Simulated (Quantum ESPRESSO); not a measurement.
Runs of Quantum ESPRESSO 7.5 on PbSe (Clausthalite). The structure is cubic, space group Fm-3m (No. 225). The conventional cell has a = 6.121 Å, b = 6.121 Å, c = 6.121 Å, α = 90.00°, β = 90.00°, γ = 90.00°. Pb (site symmetry m-3m) is surrounded by 6 Se at 3.06 Å. Se (site symmetry m-3m) has 6 Pb at 3.06 Å as nearest neighbours. 

| k mesh | mesh quality | pressure (GPa) |
| --- | --- | --- |
| 8 × 8 × 8, shifted | not flagged | -2.3 |
| 6 × 6 × 6, shifted | not flagged | -2.3 |
| 4 × 4 × 4, shifted | not flagged | -2.4 |
| 2 × 2 × 2, shifted | coarse | (a) |
| 10 × 10 × 10, shifted | not flagged | -2.3 |

Alike in all rows: task dielectric tensor; level LDA; potentials or basis GBRV 1.5 LDA; no spin polarisation; cell as given; cutoff (eV) 612; smearing fermi-dirac 0.05 eV.

Task: Fill in the values left out.

Result: (a) -4.9.

Caveats: some runs use coarse meshes; the cell is more than 3 GPa from zero pressure, which shifts response properties (some runs).
